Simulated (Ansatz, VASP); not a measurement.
## Pt: VASP beside Ansatz

The input INCAR:

```
SYSTEM = Pt
ALGO = Normal
EDIFF = 1E-7
ENCUT = 520
GGA = PE
ISIF = 2
ISMEAR = 0
LASPH = .True.
LCHARG = .True.
LELF = .True.
LREAL = .False.
LVHAR = .True.
LWAVE = .False.
NBANDS = 11
NELM = 60
PREC = Accurate
SIGMA = 0.15
```

Contents of KPOINTS:

```
k-points
0
Gamma
  12 12 12
  0 0 0
```

The input POSCAR:

```
Pt
1.0
    0.0000000000      1.9579000000      1.9579000000
    1.9579000000      0.0000000000      1.9579000000
    1.9579000000      1.9579000000      0.0000000000
Pt
1
Direct
    0.0000000000      0.0000000000      0.0000000000
```

Input for Ansatz:

```yaml
crystal:
  lattice:
    - [0.0, 1.9579, 1.9579]
    - [1.9579, 0.0, 1.9579]
    - [1.9579, 1.9579, 0.0]
  atoms:
    - { symbol: Pt, position: [0.0, 0.0, 0.0] }
basis:
  ecutwfc: 420
kpoints:
  mp_grid: { grid: [12, 12, 12] }
hamiltonian:
  xc: pbe
scf:
  occupations: { method: gaussian, width: 0.15 }
output:
  forces: true
  stress: true
  eigenvalues: true
```

Alike in both runs: task single point; functional PBE; k mesh 12 × 12 × 12; occupations gaussian, width 0.15 eV; no spin polarisation.

|  | VASP | Ansatz |
| --- | --- | --- |
| version | VASP 6.6.1 | Ansatz 0.2.0 |
| potentials or method | VASP PAW PBE potentials, release 64 (Pt) | scalar-relativistic, plane waves, PAW |
| plane-wave cutoff (eV) | 520 | 420 |
| valence electrons in the cell | 10 | 18 |

Ansatz gave:

* gap on the k mesh at the Fermi level (eV): none
* pressure (GPa): 11.7

Problem. Which values does VASP return?

Solution. gap on the k mesh at the Fermi level (eV): none; pressure (GPa): 11.2.

A gap of «none» marks a metal or a gap that the smearing closes. The functional is the same, so the differences come from potentials, cutoffs and numerics. The two sets of potentials don't hold the same shells in valence.

Spin-orbit coupling is left out, which matters for the levels of Pt.
